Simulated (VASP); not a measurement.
# Co (P-3m1) in VASP: further runs

Runs on Co. Level: LDA. Tasks: single point.

Program: VASP 6.6.1. These are calculated values, not measurements. Logs are shortened: lines on timing, memory, paths and dates and some standing lists are left out, and cuts for length are marked.

## (1) Starting point

It takes space group P-3m1 (No. 164, trigonal). Conventional cell: a = 2.487 Å, b = 2.487 Å, c = 4.063 Å, α = 90.00°, β = 90.00°, γ = 120.00°. Co (site symmetry 3m) is surrounded by 12 Co at 2.42 to 2.55 Å.

## (2) Single point, LDA, collinear spin, ferromagnetic start

INCAR

```
SYSTEM = Co
ADDGRID = .FALSE.
ALGO = Normal
EDIFF = 1E-6
ENCUT = 900
GGA = CA
ISIF = 2
ISMEAR = -1
ISPIN = 2
LASPH = .TRUE.
LCHARG = .FALSE.
LMAXMIX = 4
LORBIT = 11
LREAL = .FALSE.
LWAVE = .FALSE.
MAGMOM = 2 2
NBANDS = 20
NELM = 100
PREC = Accurate
SIGMA = 0.1
```

KPOINTS

```
k-points
0
G
  7 7 4
  0 0 0
```

POSCAR

```
Co
1.0
    2.4873648738      0.0000000000      0.0000000000
   -1.2436824369      2.1541211692      0.0000000000
    0.0000000000      0.0000000000      4.0632895034
Co
2
Direct
    0.3333333333      0.6666666667      0.7401390000
    0.6666666667      0.3333333333      0.2598610000
```

Potentials or basis: VASP PAW LDA potentials, release 64 (Co).

Started as:

```console
cat potpaw_LDA.64/Co/POTCAR > POTCAR
mpirun -np 1 vasp_std > vasp.out
```

OUTCAR:

```text
SYSTEM = Co
   EDIFF = 1E-6
   ENCUT = 900
   GGA = CA
   ISIF = 2
   ISMEAR = -1
   ISPIN = 2
   LASPH = .TRUE.
   LORBIT = 11
   LREAL = .FALSE.
   NELM = 100
   PREC = Accurate

 Found     28 irreducible k-points:

 Following reciprocal coordinates:
            Coordinates               Weight
  0.000000  0.000000  0.000000      1.000000
  0.142857  0.000000  0.000000      6.000000
  0.285714  0.000000  0.000000      6.000000
  0.428571  0.000000  0.000000      6.000000
  0.142857  0.142857  0.000000      6.000000
  0.285714  0.142857  0.000000     12.000000
   k-points           NKPTS =     28   k-points in BZ     NKDIM =     28   number of bands    NBANDS=     20
   number of dos      NEDOS =    301   number of ions     NIONS =      2
   total plane-waves  NPLWV =  23040
   dimension x,y,z NGX =    24 NGY =   24 NGZ =   40
   dimension x,y,z NGXF=    48 NGYF=   48 NGZF=   80
   ions per type =               2
   NGX,Y,Z   is equivalent  to a cutoff of  16.04, 16.04, 16.37 a.u.
   NGXF,Y,Z  is equivalent  to a cutoff of  32.08, 32.08, 32.73 a.u.
 SYSTEM =  Co
   PREC   = accura    normal or accurate (medium, high low for compatibility)
   ISTART =      0    job   : 0-new  1-cont  2-samecut
   ICHARG =      2    charge: 1-file 2-atom 10-const
   ISPIN  =      2    spin polarized calculation?
   LNONCOLLINEAR =      F non collinear calculations
   LSORBIT =      F    spin-orbit coupling
   LASPH  =      T    aspherical Exc in radial PAW
   ENCUT  =  900.0 eV  66.15 Ry    8.13 a.u.   6.08  6.08  9.94*2*pi/ulx,y,z
   NELM   =    100;   NELMIN=  2; NELMDL= -5     # of ELM steps
   EDIFF  = 0.1E-05   stopping-criterion for ELM
   LREAL  =      F    real-space projection
   EDIFFG = 0.1E-04   stopping-criterion for IOM
   NSW    =      0    number of steps for IOM
   IBRION =     -1    ionic relax: 0-MD 1-quasi-New 2-CG
   NFREE  =      0    steps in history (QN), initial steepest desc. (CG)
   ISIF   =      2    stress and relaxation
   ISYM   =      2    0-nonsym 1-usesym 2-fastsym
   POTIM  = 0.5000    time-step for ionic-motion
   TEBEG  =    0.0;   TEEND  =   0.0 temperature during run
   PSTRESS=    0.0 pullay stress
   NELECT =      18.0000    total number of electrons
   NUPDOWN=      -1.0000    fix difference up-down
   EMIN   =  10.00;   EMAX   =-10.00  energy-range for DOS
   EFERMI =   0.00;   METHOD = LEGACY
   ISMEAR =    -1;   SIGMA  =   0.10  broadening in eV -4-tet -1-fermi 0-gaus
   EFERMI_NEDOS =   21; number of points for ismear=-14 and -15
   IALGO  =     38    algorithm
   IMIX   =      4    mixing-type and parameters
     AMIX     =   0.40;   BMIX     =  1.00
     AMIX_MAG =   1.60;   BMIX_MAG =  1.00
  volume/ion in A,a.u.               =      10.89        73.46
  Fermi-wavevector in a.u.,A,eV,Ry     =   1.536514  2.903591 32.121660  2.360875
  Thomas-Fermi vector in A             =   2.643152
   LORBIT       =     11    0 simple, 1 ext, 2 COOP (PROOUT), +10 PAW based schemes
   GGA     = CA    functional components
   LHFCALC =     F    Hartree Fock is set to
   AEXX    =    0.0000 exact exchange contribution
   IVDW    =     0    specifies the selected vdW correction
   LEPSILON=     F    determine dielectric tensor
   LRPA    =     F    only Hartree local field effects (RPA)
 spin polarized calculation
  energy-cutoff  :      900.00
  volume of cell :       21.77
 maximum number of plane-waves:      1354
   NGX = 13   NGY = 13   NGZ = 19

 number of electron      18.0000004 magnetization       3.0294343

 Free energy of the ion-electron system (eV)
  ---------------------------------------------------
  ext. energy  EPLUGINS =         0.00000000
  ---------------------------------------------------
  free energy    TOTEN  =       -16.11893407 eV

  energy without entropy =      -16.04455653  energy(sigma->0) =      -16.08174530

 E-fermi :   9.8964     XC(G=0): -13.7142

 val. band max:        9.8937604840   @ k =   0.0000   0.0000   0.0000
 cond. band min:       9.9063420072   @ k =   0.4286   0.0000   0.2500
 fundamental gap:      0.0125815232
 Fermi energy:         9.8963875860

 spin component 1

 k-point     1 :       0.0000    0.0000    0.0000
  band No.  band energies     occupation
      1       0.9707      1.00000
      2       4.8054      1.00000
      3       7.3712      1.00000
      4       7.4330      1.00000
      5       7.4330      1.00000
      6       7.7225      1.00000
[... 12 lines left out ...]
     19      35.8799      0.00000
     20      35.8799      0.00000

 k-point     2 :       0.1429    0.0000    0.0000
  band No.  band energies     occupation
      1       1.6766      1.00000
      2       5.2132      1.00000
      3       6.9738      1.00000
      4       7.4428      1.00000
      5       7.5688      1.00000
      6       7.7559      1.00000
[... 12 lines left out ...]
     19      36.4078      0.00000
     20      38.5366      0.00000

 k-point     3 :       0.2857    0.0000    0.0000
  band No.  band energies     occupation
      1       3.5068      1.00000
      2       5.6461      1.00000
      3       6.2124      1.00000
      4       6.7901      1.00000
      5       7.4201      1.00000
      6       7.5902      1.00000
[... 12 lines left out ...]
     19      33.9452      0.00000
     20      37.2477      0.00000

 k-point     4 :       0.4286    0.0000    0.0000
  band No.  band energies     occupation
      1       5.0061      1.00000
      2       5.3483      1.00000
      3       5.6185      1.00000
      4       7.2853      1.00000
      5       7.3478      1.00000
      6       7.5338      1.00000
[... 12 lines left out ...]
     19      32.5451      0.00000
     20      35.0029      0.00000

 k-point     5 :       0.1429    0.1429    0.0000
  band No.  band energies     occupation
      1       2.9733      1.00000
      2       5.7634      1.00000
      3       6.4634      1.00000
      4       6.6549      1.00000
      5       7.3717      1.00000
      6       7.5753      1.00000
[... 12 lines left out ...]
     19      33.7111      0.00000
     20      36.9482      0.00000

 k-point     6 :       0.2857    0.1429    0.0000
  band No.  band energies     occupation
      1       4.8515      1.00000
      2       5.7500      1.00000
      3       5.8683      1.00000
      4       6.5662      1.00000
      5       7.2172      1.00000
      6       7.6480      1.00000
[... 12 lines left out ...]
     19      31.8434      0.00000
     20      36.4833      0.00000

 [... further k-points ...]

 spin component 2

 k-point     1 :       0.0000    0.0000    0.0000
  band No.  band energies     occupation
      1       1.1477      1.00000
      2       5.6709      1.00000
      3       8.7391      0.99999
      4       8.8129      0.99998
      5       8.8129      0.99998
      6       9.1340      0.99951
[... 12 lines left out ...]
     19      36.2925      0.00000
     20      36.2925      0.00000

 k-point     2 :       0.1429    0.0000    0.0000
  band No.  band energies     occupation
      1       1.8580      1.00000
      2       6.1284      1.00000
      3       8.2432      1.00000
      4       8.4994      1.00000
      5       8.9104      0.99995
      6       9.1642      0.99934
[... 12 lines left out ...]
     19      36.6191      0.00000
     20      38.9567      0.00000

 k-point     3 :       0.2857    0.0000    0.0000
  band No.  band energies     occupation
      1       3.7534      1.00000
      2       6.7216      1.00000
      3       7.2507      1.00000
      4       7.9097      1.00000
      5       8.7179      0.99999
      6       9.0124      0.99986
[... 12 lines left out ...]
     19      34.0783      0.00000
     20      37.6619      0.00000

 k-point     4 :       0.4286    0.0000    0.0000
  band No.  band energies     occupation
      1       5.6908      1.00000
      2       6.4181      1.00000
      3       6.6916      1.00000
      4       8.0588      1.00000
      5       8.7439      0.99999
      6       8.8224      0.99998
[... 12 lines left out ...]
     19      32.7714      0.00000
     20      35.3595      0.00000

 k-point     5 :       0.1429    0.1429    0.0000
  band No.  band energies     occupation
      1       3.1792      1.00000
      2       6.7729      1.00000
      3       7.5344      1.00000
      4       7.8226      1.00000
      5       8.6975      0.99999
      6       8.9727      0.99990
[... 12 lines left out ...]
     19      34.0485      0.00000
     20      37.3410      0.00000

 k-point     6 :       0.2857    0.1429    0.0000
  band No.  band energies     occupation
      1       5.2651      1.00000
      2       6.8524      1.00000
      3       6.9459      1.00000
      4       7.5905      1.00000
      5       8.5567      1.00000
      6       8.9627      0.99991
[... 12 lines left out ...]
     19      32.2446      0.00000
     20      36.8957      0.00000

 [... further k-points ...]

------------------------ aborting loop because EDIFF is reached ----------------------------------------

  FORCE on cell =-STRESS in cart. coord.  units (eV):
  Direction    XX          YY          ZZ          XY          YZ          ZX
  --------------------------------------------------------------------------------------
  -------------------------------------------------------------------------------------
  Total       -2.4458748     -2.4458748     -2.7651667      0.0000000     -0.0000000      0.0000000
  in kB     -179.9937472   -179.9937472   -203.4906755      0.0000000     -0.0000000      0.0000000
  external PRESSURE =    -187.8260566 kB  Pullay stress =       0.0000000 kB

 VOLUME and BASIS-vectors are now :
 -----------------------------------------------------------------------------
  energy-cutoff  :      900.00
  volume of cell :       21.77
      direct lattice vectors                 reciprocal lattice vectors
     2.487364874  0.000000000  0.000000000     0.402031889  0.232113220  0.000000000
    -1.243682437  2.154121169  0.000000000     0.000000000  0.464226439  0.000000000
     0.000000000  0.000000000  4.063289503     0.000000000  0.000000000  0.246106018

 POSITION                                       TOTAL-FORCE (eV/Angst)
 -----------------------------------------------------------------------------------
     -0.00000      1.43608      3.00740         0.000000      0.000000      0.442195
      1.24368      0.71804      1.05589        -0.000000     -0.000000     -0.442195
 -----------------------------------------------------------------------------------
    total drift:                                0.000000     -0.000000     -0.000000

  FREE ENERGIE OF THE ION-ELECTRON SYSTEM (eV)
  ---------------------------------------------------
  free  energy   TOTEN  =       -16.1189340704 eV

  energy  without entropy=      -16.0445565261  energy(sigma->0) =      -16.08174530

 total charge

# of ion       s       p       d       tot
------------------------------------------
    1        0.488   0.513   7.283   8.283
    2        0.488   0.513   7.283   8.283
--------------------------------------------------
tot          0.975   1.026  14.566  16.567

 magnetization (x)

# of ion       s       p       d       tot
------------------------------------------
    1       -0.012  -0.034   1.564   1.517
    2       -0.012  -0.034   1.564   1.517
--------------------------------------------------
tot         -0.025  -0.069   3.127   3.034
```

Wall time 21 s (1 thread of Intel Xeon Platinum 8488C (Sapphire Rapids), shared host); peak memory 0.17 GiB.

The run converged, but some of its settings lie outside the range that counts as converged, so its numbers aren't taken as properties of the crystal.

What came out:

```yaml
Free_energy: -16.1189 eV
Pressure: -18.8 GPa
Largest_force: 0.442 eV/Å
Band_gap_on_the_k_mesh: none (metal or under the smearing width)
Net_moment: 3.03 μB per cell
Site_moments: Co +1.52 μB
Valence_electrons_inside_the_program's_atomic_spheres: Co 8.28
```

Caveat: the k mesh is coarse (spacing up to 0.42 Å⁻¹), so the values aren't converged.

(Continued in part 2 of 2.)
